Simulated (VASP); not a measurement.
# Zr (P6_3/mmc) in VASP: a series of runs, part 2 of 2

VASP 6.6.1. Earlier steps stand in the parts before.

### Step 4. Relaxation of shape and atoms at fixed volume, LDA (a relaxed cell with its volume scaled by 1.06)

INCAR

```
SYSTEM = Zr
  ALGO = Fast
  EDIFF = 1E-7
  EDIFFG = -0.01
  ENCUT = 600
  GGA = CA
  IBRION = 2
  ISIF = 4
  ISMEAR = 1
  LASPH = .TRUE.
  LCHARG = .FALSE.
  LREAL = .FALSE.
  LWAVE = .FALSE.
  NELM = 80
  NSW = 40
  PREC = Accurate
  SIGMA = 0.1
```

KPOINTS

```
k-points
0
G
  15 15 7
  0 0 0
```

POSCAR

```
Zr                                      
1.0
    3.2110415703      0.0000000000      0.0000000000
   -1.6055207852      2.7808435724     -0.0000000000
    0.0000000000      0.0000000000      5.1819055461
  Zr            
     2
Direct
     0.3333333332999970    0.6666666667000030    0.2500000000000000
     0.6666666667000030    0.3333333332999970    0.7500000000000000
```

Potentials or basis: VASP PAW LDA potentials, release 64 (Zr_sv).

On the command line:

```bash
> cat potpaw_LDA.64/Zr_sv/POTCAR > POTCAR
> mpirun -np 1 vasp_std > vasp.out
```

OUTCAR:

```text
SYSTEM = Zr
   EDIFF = 1E-7
   EDIFFG = -0.01
   ENCUT = 600
   GGA = CA
   IBRION = 2
   ISIF = 4
   ISMEAR = 1
   LASPH = .TRUE.
   LREAL = .FALSE.
   NELM = 80
   NSW = 40
   PREC = Accurate

 ion  position               nearest neighbor table
   1  0.333  0.667  0.250-   2 3.19   2 3.19   2 3.19   2 3.19   2 3.19   2 3.19
   2  0.667  0.333  0.750-   1 3.19   1 3.19   1 3.19   1 3.19   1 3.19   1 3.19

  LATTYP: Found a hexagonal cell.
 ALAT       =     3.2110415703
 C/A-ratio  =     1.6137771600

  Lattice vectors:

 A1 = (   3.2110415703,   0.0000000000,   0.0000000000)
 A2 = (  -1.6055207852,   2.7808435724,   0.0000000000)
 A3 = (   0.0000000000,   0.0000000000,   5.1819055461)

Analysis of symmetry for initial positions (statically):
=====================================================================
 Subroutine PRICEL returns:
 Original cell was already a primitive cell.

 Routine SETGRP: Setting up the symmetry group for a
 hexagonal supercell.

 Subroutine GETGRP returns: Found 24 space group operations
 (whereof 12 operations were pure point group operations)
 out of a pool of 24 trial point group operations.

The static configuration has the point symmetry D_3d.
 The point group associated with its full space group is D_6h.

Analysis of symmetry for dynamics (positions and initial velocities):
=====================================================================
 Subroutine PRICEL returns:
 Original cell was already a primitive cell.

 Routine SETGRP: Setting up the symmetry group for a
 hexagonal supercell.

 Subroutine GETGRP returns: Found 24 space group operations
 (whereof 12 operations were pure point group operations)
 out of a pool of 24 trial point group operations.

The dynamic configuration has the point symmetry D_3d.
 The point group associated with its full space group is D_6h.

 Subroutine INISYM returns: Found 24 space group operations
 (whereof 12 operations are pure point group operations),
 and found     1 'primitive' translations

----------------------------------------------------------------------------------------

                                     Primitive cell

  volume of cell :      46.2713

  direct lattice vectors                    reciprocal lattice vectors
     3.211041570  0.000000000  0.000000000     0.311425429  0.179801556  0.000000000
    -1.605520785  2.780843572  0.000000000     0.000000000  0.359603111  0.000000000
     0.000000000  0.000000000  5.181905546     0.000000000  0.000000000  0.192979203

  length of vectors
     3.211041570  3.211041570  5.181905546     0.359603111  0.359603111  0.192979203

  position of ions in fractional coordinates (direct lattice)
     0.333333333  0.666666667  0.250000000
     0.666666667  0.333333333  0.750000000

  ion indices of the primitive-cell ions
   primitive index   ion index
                 1           1
                 2           2

----------------------------------------------------------------------------------------

 KPOINTS: k-points

Automatic generation of k-mesh.
 Grid dimensions read from file:
 generate k-points for:   15   15    7
[... 43 lines left out ...]
  0.333333  0.200000  0.000000     12.000000
  0.400000  0.200000  0.000000      6.000000
 [... further k-points ...]
   k-points           NKPTS =    108   k-points in BZ     NKDIM =    108   number of bands    NBANDS=     16
   number of dos      NEDOS =    301   number of ions     NIONS =      2
   total plane-waves  NPLWV =  32928
   dimension x,y,z NGX =    28 NGY =   28 NGZ =   42
   dimension x,y,z NGXF=    56 NGYF=   56 NGZF=   84
   ions per type =               2
   NGX,Y,Z   is equivalent  to a cutoff of  14.50, 14.50, 13.47 a.u.
   NGXF,Y,Z  is equivalent  to a cutoff of  28.99, 28.99, 26.95 a.u.
 SYSTEM =  Zr
   PREC   = accura    normal or accurate (medium, high low for compatibility)
   ISTART =      0    job   : 0-new  1-cont  2-samecut
   ICHARG =      2    charge: 1-file 2-atom 10-const
   ISPIN  =      1    spin polarized calculation?
   LNONCOLLINEAR =      F non collinear calculations
   LSORBIT =      F    spin-orbit coupling
   LASPH  =      T    aspherical Exc in radial PAW
   ENCUT  =  600.0 eV  44.10 Ry    6.64 a.u.   6.41  6.41 10.35*2*pi/ulx,y,z
   NELM   =     80;   NELMIN=  2; NELMDL= -5     # of ELM steps
   EDIFF  = 0.1E-06   stopping-criterion for ELM
   LREAL  =      F    real-space projection
   EDIFFG = -.1E-01   stopping-criterion for IOM
   NSW    =     40    number of steps for IOM
   IBRION =      2    ionic relax: 0-MD 1-quasi-New 2-CG
   NFREE  =      1    steps in history (QN), initial steepest desc. (CG)
   ISIF   =      4    stress and relaxation
   ISYM   =      2    0-nonsym 1-usesym 2-fastsym
   POTIM  = 0.5000    time-step for ionic-motion
   TEBEG  =    0.0;   TEEND  =   0.0 temperature during run
   PSTRESS=    0.0 pullay stress
   NELECT =      24.0000    total number of electrons
   NUPDOWN=      -1.0000    fix difference up-down
   EMIN   =  10.00;   EMAX   =-10.00  energy-range for DOS
   EFERMI =   0.00;   METHOD = LEGACY
   ISMEAR =     1;   SIGMA  =   0.10  broadening in eV -4-tet -1-fermi 0-gaus
   EFERMI_NEDOS =   21; number of points for ismear=-14 and -15
   IALGO  =     68    algorithm
   IMIX   =      4    mixing-type and parameters
     AMIX     =   0.40;   BMIX     =  1.00
     AMIX_MAG =   1.60;   BMIX_MAG =  1.00
  volume/ion in A,a.u.               =      23.14       156.13
  Fermi-wavevector in a.u.,A,eV,Ry     =   1.315350  2.485651 23.540052  1.730145
  Thomas-Fermi vector in A             =   2.445539
   LORBIT       =      0    0 simple, 1 ext, 2 COOP (PROOUT), +10 PAW based schemes
   GGA     = CA    functional components
   LHFCALC =     F    Hartree Fock is set to
   AEXX    =    0.0000 exact exchange contribution
   IVDW    =     0    specifies the selected vdW correction
   LEPSILON=     F    determine dielectric tensor
   LRPA    =     F    only Hartree local field effects (RPA)
 conjugate gradient relaxation of ions
 non-spin polarized calculation
 RMM-DIIS sequential band-by-band and
 Methfessel and Paxton  Order N= 1 SIGMA  =   0.10
  energy-cutoff  :      600.00
  volume of cell :       46.27
 maximum number of plane-waves:      1563
 NGX is ok and might be reduce to    28
   NGX = 13   NGY = 13   NGZ = 21

--------------------------------------- Ionic step        1  -------------------------------------------

 number of electron      24.0000000 magnetization

 Free energy of the ion-electron system (eV)
  ---------------------------------------------------
  ext. energy  EPLUGINS =         0.00000000
  ---------------------------------------------------
  free energy    TOTEN  =       -18.53800662 eV

  energy without entropy =      -18.53905435  energy(sigma->0) =      -18.53835586

------------------------ aborting loop because EDIFF is reached ----------------------------------------

  FORCE on cell =-STRESS in cart. coord.  units (eV):
  Direction    XX          YY          ZZ          XY          YZ          ZX
  --------------------------------------------------------------------------------------
  -------------------------------------------------------------------------------------
  Total       -1.5525223     -1.5525223     -1.7211032      0.0000000     -0.0000000      0.0000000
  in kB      -53.7571772    -53.7571772    -59.5944072      0.0000000     -0.0000000      0.0000000
  external PRESSURE =     -55.7029206 kB  Pullay stress =       0.0000000 kB
[... 59 lines left out ...]
--------------------------------------- Ionic step        3  -------------------------------------------

 number of electron      24.0000000 magnetization

 Free energy of the ion-electron system (eV)
  ---------------------------------------------------
  ext. energy  EPLUGINS =         0.00000000
  ---------------------------------------------------
  free energy    TOTEN  =       -18.53838197 eV

  energy without entropy =      -18.53956924  energy(sigma->0) =      -18.53877773

 E-fermi :   8.8734     XC(G=0): -11.3237

 val. band max:        8.8697307873   @ k =   0.3333   0.2667   0.2857
 cond. band min:       8.8746278396   @ k =   0.2000   0.1333   0.4286
 fundamental gap:      0.0048970524
 Fermi energy:         8.8733951907

 k-point     1 :       0.0000    0.0000    0.0000
  band No.  band energies     occupation
      1     -39.6865      2.00000
      2     -39.5278      2.00000
      3     -18.3692      2.00000
      4     -17.4655      2.00000
      5     -17.4655      2.00000
      6     -17.3374      2.00000
[... 433 lines left out ...]
      3     -18.1237      2.00000
      4     -17.9546      2.00000
      5     -17.8516      2.00000
      6     -17.8197      2.00000
[... 8 lines left out ...]
     15      10.4437     -0.00000
     16      13.0647      0.00000

 [... further k-points ...]
[... 5 lines left out ...]
  --------------------------------------------------------------------------------------
  -------------------------------------------------------------------------------------
  Total       -1.5983314     -1.5983314     -1.6025946      0.0000000     -0.0000000      0.0000000
  in kB      -55.3433483    -55.3433483    -55.4909660      0.0000000     -0.0000000      0.0000000
  external PRESSURE =     -55.3925542 kB  Pullay stress =       0.0000000 kB
[... 17 lines left out ...]
  FREE ENERGIE OF THE ION-ELECTRON SYSTEM (eV)
  ---------------------------------------------------
  free  energy   TOTEN  =       -18.5383819711 eV

  energy  without entropy=      -18.5395692355  energy(sigma->0) =      -18.53877773

 reached required accuracy - stopping structural energy minimisation
```

OSZICAR:

```text
N       E                     dE             d eps       ncg     rms          rms(c)
DAV:   1     0.236945839003E+03    0.23695E+03   -0.14562E+04  3456   0.165E+03
DAV:   2    -0.356004167571E+01   -0.24051E+03   -0.23834E+03  4312   0.441E+02
DAV:   3    -0.190262889859E+02   -0.15466E+02   -0.15296E+02  6584   0.849E+01
[... 38 lines left out ...]
RMM:   5    -0.185383804505E+02   -0.30460E-05   -0.32000E-05  4686   0.258E-02    0.256E-03
RMM:   6    -0.185383814243E+02   -0.97381E-06   -0.99101E-06  4114   0.122E-02    0.119E-03
RMM:   7    -0.185383817725E+02   -0.34814E-06   -0.39351E-06  3658   0.774E-03    0.105E-03
RMM:   8    -0.185383819167E+02   -0.14425E-06   -0.16755E-06  3263   0.469E-03    0.703E-04
RMM:   9    -0.185383819711E+02   -0.54330E-07   -0.62106E-07  2633   0.279E-03
   3 F= -.18538382E+02 E0= -.18538778E+02  d E =-.375352E-03
```

CONTCAR:

```text
Zr
   1.00000000000000
     3.2178405855362651    0.0000000000033703    0.0000000000000000
    -1.6089202928153195    2.7867316923236882   -0.0000000000000000
     0.0000000000000000   -0.0000000000000000    5.1600308553286061
  Zr
     2
Direct
     0.3333333332999970    0.6666666667000030    0.2500000000000000
     0.6666666667000030    0.3333333332999970    0.7500000000000000

  0.00000000E+00  0.00000000E+00  0.00000000E+00
  0.00000000E+00  0.00000000E+00  0.00000000E+00
```

Run time: 4.2 min. Hardware: 1 thread of Intel Xeon Platinum 8488C (Sapphire Rapids), shared host; peak memory 0.22 GiB.

What came out:

```yaml
Free_energy: -18.5384 eV
Energy_gained_by_relaxing: 0.2 meV/atom
Ionic_steps: 3
Pressure_after_relaxing: -5.5 GPa
Band_gap_on_the_k_mesh: none (metal or under the smearing width)
```

Step by step:
```tsv
step	energy change (eV)	largest force (eV/Å)	pressure (GPa)
1	0.0000	0.0000	-5.57
2	-0.0003	0.0000	-5.55
3	-0.0004	0.0000	-5.54
```

Final structure:
```
CELL_PARAMETERS angstrom
3.21784 0.00000 0.00000
-1.60892 2.78673 0.00000
0.00000 0.00000 5.16003
ATOMIC_POSITIONS crystal
Zr 0.33333 0.66667 0.25000
Zr 0.66667 0.33333 0.75000
```

### Step 5. Relaxation of cell and atoms, PBE

INCAR

```
ALGO = Normal
EDIFF = 1E-6
EDIFFG = -0.01
ENCUT = 600
GGA = PE
IBRION = 2
ISIF = 3
ISMEAR = 1
KPAR = 2
LASPH = True
LCHARG = False
LREAL = False
LWAVE = False
NELM = 80
NSW = 90
PREC = Accurate
SIGMA = 0.1
```

KPOINTS

```
k-points
0
Gamma
  15 15 7
```

POSCAR

```
Zr
1.0
    3.2320000000      0.0000000000      0.0000000000
   -1.6160000000      2.7989941050      0.0000000000
    0.0000000000      0.0000000000      5.1470000000
Zr
2
Direct
    0.3333333333      0.6666666667      0.2500000000
    0.6666666667      0.3333333333      0.7500000000
```

Potentials or basis: VASP PAW PBE potentials, release 64 (Zr_sv).

On the command line:

```bash
> cat potpaw_PBE.64/Zr_sv/POTCAR > POTCAR
> mpirun -np 2 vasp_std > vasp.out
```

Wall time 1.8 min (2 MPI ranks of Intel Xeon Platinum 8259CL at 2.50GHz (Skylake/Cascade Lake), shared host); peak memory 0.23 GiB.

Results (log left out):

| Property | Result |
| --- | --- |
| Free energy | -17.0427 eV |
| Relaxed volume | 23.39 Å³/atom |
| Relaxed cell | a = 3.233 Å, b = 3.233 Å, c = 5.166 Å, α = 90.00°, β = 90.00°, γ = 120.00° |
| Space group after relaxing (to 0.05 Å) | P6_3/mmc (No. 194) |
| Energy gained by relaxing | 0.2 meV/atom |
| Ionic steps | 4 |
| Pressure after relaxing | 0.0 GPa |
| Band gap on the k mesh | none (metal or under the smearing width) |

Stress tensor (GPa, compression positive):
```
-0.04  0.00  0.00
 0.00 -0.04  0.00
 0.00  0.00  0.04
```

Step by step:
```tsv
step	energy change (eV)	largest force (eV/Å)	pressure (GPa)	volume (Å³)
1	0.0000	0.0000	0.46	46.56
2	-0.0001	0.0000	-0.47	47.01
3	-0.0004	0.0000	-0.05	46.80
4	-0.0005	0.0000	-0.01	46.78
```

Final structure:
```xyz
2
Lattice="3.2335 0.0000 0.0000 -1.6167 2.8003 0.0000 0.0000 0.0000 5.1665" Properties=species:S:1:pos:R:3 pbc="T T T"
Zr    0.0000    1.8668    1.2916
Zr    1.6167    0.9334    3.8748
```

Levels at points of the mesh, in eV from the Fermi level:
| k point | band 10 | band 11 | band 12 | band 13 | band 14 | band 15 |
| --- | --- | --- | --- | --- | --- | --- |
| (0.00, 0.00, 0.00) | -3.03 | 0.85 | 0.85 | 0.97 | 1.11 | 1.54 |

### Step 6. Relaxation of cell and atoms, PBE

This run uses another cell than the first one, of 23.39 Å³/atom, 1.005 times its volume.

Changes to INCAR since step 5:

```diff
@@ -1,4 +1,4 @@
 ALGO = Normal
-EDIFF = 1E-6
-EDIFFG = -0.01
+EDIFF = 1E-7
+EDIFFG = -0.005
 ENCUT = 600
```

KPOINTS is that of step 5.

POSCAR

```
Zr                                      
1.0
    3.2334570221     -0.0000000000      0.0000000000
   -1.6167285110      2.8002559231     -0.0000000000
    0.0000000000      0.0000000000      5.1664547808
  Zr            
     2
Direct
     0.3333333332999970    0.6666666667000030    0.2500000000000000
     0.6666666667000030    0.3333333332999970    0.7500000000000000
```

Potentials or basis: VASP PAW PBE potentials, release 64 (Zr_sv).

On the command line:

```bash
> cat potpaw_PBE.64/Zr_sv/POTCAR > POTCAR
> mpirun -np 2 vasp_std > vasp.out
```

OUTCAR:

```text
EDIFF = 1E-7
   EDIFFG = -0.005
   ENCUT = 600
   GGA = PE
   IBRION = 2
   ISIF = 3
   ISMEAR = 1
   LASPH = True
   LREAL = False
   NELM = 80
   NSW = 90
   PREC = Accurate

 ion  position               nearest neighbor table
   1  0.333  0.667  0.250-   2 3.19   2 3.19   2 3.19   2 3.19   2 3.19   2 3.19
   2  0.667  0.333  0.750-   1 3.19   1 3.19   1 3.19   1 3.19   1 3.19   1 3.19

  LATTYP: Found a hexagonal cell.
 ALAT       =     3.2334570221
 C/A-ratio  =     1.5978114895

  Lattice vectors:

 A1 = (   3.2334570221,   0.0000000000,   0.0000000000)
[... 679 lines left out ...]
      5     -17.9246      2.00000
      6     -17.8902      2.00000
[... 8 lines left out ...]
     15      10.5407     -0.00000
     16      13.1214      0.00000

 [... further k-points ...]
[... 5 lines left out ...]
  --------------------------------------------------------------------------------------
  -------------------------------------------------------------------------------------
  Total       -0.0032187     -0.0032187      0.0036370     -0.0000000      0.0000000      0.0000000
  in kB       -0.1102512     -0.1102512      0.1245776     -0.0000000      0.0000000      0.0000000
  external PRESSURE =      -0.0319750 kB  Pullay stress =       0.0000000 kB

 VOLUME and BASIS-vectors are now :
 -----------------------------------------------------------------------------
  energy-cutoff  :      600.00
  volume of cell :       46.77
      direct lattice vectors                 reciprocal lattice vectors
     3.232736081 -0.000000000  0.000000000     0.309335490  0.178594928  0.000000000
    -1.616368040  2.799631570  0.000000000     0.000000000  0.357189857  0.000000000
     0.000000000  0.000000000  5.168229760    -0.000000000 -0.000000000  0.193489850

 POSITION                                       TOTAL-FORCE (eV/Angst)
 -----------------------------------------------------------------------------------
     -0.00000      1.86642      1.29206         0.000000     -0.000000      0.000000
      1.61637      0.93321      3.87617        -0.000000      0.000000     -0.000000
 -----------------------------------------------------------------------------------
    total drift:                               -0.000000      0.000000     -0.000000

  FREE ENERGIE OF THE ION-ELECTRON SYSTEM (eV)
  ---------------------------------------------------
  free  energy   TOTEN  =       -17.0427775724 eV

  energy  without entropy=      -17.0431874518  energy(sigma->0) =      -17.04291420

 reached required accuracy - stopping structural energy minimisation
```

OSZICAR:

```text
N       E                     dE             d eps       ncg     rms          rms(c)
DAV:   1     0.237564055058E+03    0.23756E+03   -0.14502E+04  3456   0.165E+03
DAV:   2    -0.243340644398E+01   -0.24000E+03   -0.23783E+03  4376   0.436E+02
[... 12 lines left out ...]
DAV:   1    -0.170428138779E+02   -0.41656E-04   -0.23291E-03  3560   0.458E-01    0.358E-02
DAV:   2    -0.170427854087E+02    0.28469E-04   -0.73195E-05  4144   0.700E-02    0.167E-02
DAV:   3    -0.170427768456E+02    0.85630E-05   -0.33822E-05  4696   0.430E-02    0.431E-03
DAV:   4    -0.170427773080E+02   -0.46241E-06   -0.82536E-07  4208   0.781E-03    0.170E-03
DAV:   5    -0.170427775628E+02   -0.25482E-06   -0.13400E-07  2576   0.305E-03    0.445E-04
DAV:   6    -0.170427775724E+02   -0.96079E-08   -0.16361E-08  2144   0.116E-03
   2 F= -.17042778E+02 E0= -.17042914E+02  d E =-.532569E-05
```

Run time: 60 s. Hardware: 2 MPI ranks of Intel Xeon Platinum 8259CL at 2.50GHz (Skylake/Cascade Lake), shared host; peak memory 0.23 GiB.

Results:

```yaml
Free_energy: -17.0428 eV
Relaxed_volume: 23.39 Å³/atom
Relaxed_cell: a = 3.233 Å, b = 3.233 Å, c = 5.168 Å, α = 90.00°, β = 90.00°, γ = 120.00°
Space_group_after_relaxing_to_0.05_Å: P6_3/mmc (No. 194)
Energy_gained_by_relaxing: 0.0 meV/atom
Ionic_steps: 2
Pressure_after_relaxing: 0.0 GPa
Band_gap_on_the_k_mesh: none (metal or under the smearing width)
```

Final structure:
```
Zr
1.0
     3.23274    0.00000    0.00000
    -1.61637    2.79963    0.00000
     0.00000    0.00000    5.16823
Zr
2
Direct
  0.33333 0.66667 0.25000
  0.66667 0.33333 0.75000
```

Levels at points of the mesh, in eV from the Fermi level:
| k point | band 8 | band 9 | band 10 | band 11 | band 12 | band 13 | band 14 | band 15 | band 16 |
| --- | --- | --- | --- | --- | --- | --- | --- | --- | --- |
| (0.00, 0.00, 0.00) | -26.38 | -5.66 | -3.03 | 0.86 | 0.86 | 0.97 | 1.11 | 1.54 | 1.54 |

### Step 7. Overview

```tsv
task	level	potentials or basis	cell	gap on the mesh (eV)	pressure (GPa)
relaxation of shape and atoms at fixed volume	LDA	VASP PAW LDA potentials, release 64 (Zr_sv)	atoms relaxed at fixed volume from: a relaxed cell with its volume scaled by 1.02	none	-2.0
relaxation of shape and atoms at fixed volume	LDA	VASP PAW LDA potentials, release 64 (Zr_sv)	atoms relaxed at fixed volume from: a relaxed cell with its volume scaled by 1.04	none	-3.8
relaxation of shape and atoms at fixed volume	LDA	VASP PAW LDA potentials, release 64 (Zr_sv)	atoms relaxed at fixed volume from: a relaxed cell with its volume scaled by 1.06	none	-5.5
relaxation of cell and atoms	PBE	VASP PAW PBE potentials, release 64 (Zr_sv)	relaxed	none	0.0
```

Alike in all rows: no spin polarisation; k mesh 15 × 15 × 7; cutoff (eV) 600; smearing methfessel-paxton 0.1 eV.

Absolute energies hang on the potentials; compare differences alone.
